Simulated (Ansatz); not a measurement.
P in Ansatz: the effect of target pressure

Crystal: P.

```xyz
2
Lattice="1.7257 0.9963 3.1297 -1.7257 0.9963 3.1297 0.0000 -1.9927 3.1297" Properties=species:S:1:pos:R:3 pbc="T T T"
P     0.0000    0.0000    7.2570
P     0.0000    0.0000    2.1321
```

This isn't the form of P at room conditions, which is orthorhombic.

Alike in all runs:

| Property | Result |
| --- | --- |
| Program | Ansatz 0.2.0 |
| Task | relaxation of cell and atoms |
| Functional | r2SCAN |
| Potentials or basis | Ansatz PAW |
| Cutoff | 500 eV (not typed: the program's choice for these potentials) |
| k mesh | 9 × 9 × 9 |
| Occupations | fermi-dirac, width 0.05 eV |
| Spin | no spin polarisation |

Each run relaxes the cell or the atoms first.

Q: One run gave: relaxed volume 12.27 Å³/atom. Which target pressure did it use?
A. 10 GPa
B. 30 GPa
C. 2 GPa
D. 20 GPa
E. 5 GPa

A: B.

| target pressure | relaxed volume (Å³/atom) |
| --- | --- |
| 0 GPa | 16.24 |
| 2 GPa | 15.62 |
| 5 GPa | 14.83 |
| 10 GPa | 13.66 |
| 20 GPa | 12.87 |
| 30 GPa | 12.27 |

Caveats: the plane-wave basis is chosen anew once the cell has moved, so the energies of steps on either side of that aren't comparable; the PAW data sets come from PBE, with cores solved anew for the run's functional, which leaves a small shift of forces and pressure; the volume moved by over 15 % at a fixed basis, so the end points are rough (some runs).
